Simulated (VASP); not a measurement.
# BaTe in VASP 6.6.1, single-point calculation

INCAR

```
LCHARG = .FALSE.
NSW = 0
NBANDS = 15
ISIF = 2
ENCUT = 520
IBRION = -1
ISMEER = 0
PREC = Accurate
LREAL = .FALSE.
LASPH = .TRUE.
SIGMA = 0.02
GGA = PE
LWAVE = .FALSE.
EDIFF = 1E-7
NELM = 78
```

KPOINTS

```
KPOINTS created by Atomic Simulation Environment
0
Gamma
6 6 6
0 0 0
```

POSCAR

```
Ba Te
 1.0000000000000000
     0.0000000000000000    3.7128918017000001    3.7128918017000001
     3.7128918017000001    0.0000000000000000    3.7128918017000001
     3.7128918017000001    3.7128918017000001    0.0000000000000000
 Ba  Te
   1   1
Cartesian
  0.0000000000000000  0.0000000000000000  0.0000000000000000
  3.7128918017000001  3.7128918017000001  3.7128918017000001
```

The recommended PBE PAW datasets give the neutral cell 16 valence electrons.

Command

```
mpirun -np 1 vasp_std
```

Predict the outcome of this run.

It converged. Results: gap between bands v and c on the k mesh 1.82 eV; least direct gap on the k mesh 2.18 eV; pressure -2.9 GPa. Band v is the last that the valence electrons fill when counted band by band, and c is the next.

OSZICAR

```
N       E                     dE             d eps       ncg     rms          rms(c)
DAV:   1     0.873265005108E+02    0.87327E+02   -0.60372E+03   480   0.870E+02
DAV:   2    -0.256693977153E+01   -0.89893E+02   -0.82533E+02   659   0.154E+02
DAV:   3    -0.846991859265E+01   -0.59030E+01   -0.58589E+01   627   0.423E+01
DAV:   4    -0.864924788569E+01   -0.17933E+00   -0.17929E+00   653   0.754E+00
DAV:   5    -0.865149223110E+01   -0.22443E-02   -0.22443E-02   658   0.730E-01    0.312E+00
DAV:   6    -0.847987027945E+01    0.17162E+00   -0.20179E-01   536   0.204E+00    0.201E+00
DAV:   7    -0.848059832749E+01   -0.72805E-03   -0.13312E-01   621   0.188E+00    0.861E-01
DAV:   8    -0.849220473736E+01   -0.11606E-01   -0.21147E-02   501   0.954E-01    0.194E-01
DAV:   9    -0.849236282823E+01   -0.15809E-03   -0.14582E-03   634   0.210E-01    0.808E-02
DAV:  10    -0.849271337958E+01   -0.35055E-03   -0.50633E-04   501   0.140E-01    0.144E-02
DAV:  11    -0.849274935683E+01   -0.35977E-04   -0.77645E-05   607   0.493E-02    0.224E-02
DAV:  12    -0.849274869074E+01    0.66609E-06   -0.93898E-06   564   0.181E-02    0.511E-03
DAV:  13    -0.849274858928E+01    0.10146E-06   -0.17211E-06   655   0.541E-03    0.159E-03
DAV:  14    -0.849274874451E+01   -0.15523E-06   -0.12503E-07   482   0.171E-03    0.158E-03
DAV:  15    -0.849274897793E+01   -0.23341E-06   -0.19042E-08   324   0.948E-04    0.274E-04
DAV:  16    -0.849274896251E+01    0.15421E-07   -0.40922E-09   282   0.412E-04
   1 F= -.84927490E+01 E0= -.84927490E+01  d E =0.225346E-14
```

One setting is odd (misspelt tag), but here it hardly changes the result.

On sound settings PBE gives a gap of 1.82 eV on its mesh and a pressure of -2.9 GPa for the intended cell. This run's energy (σ→0) differs from it by 0 meV an atom.
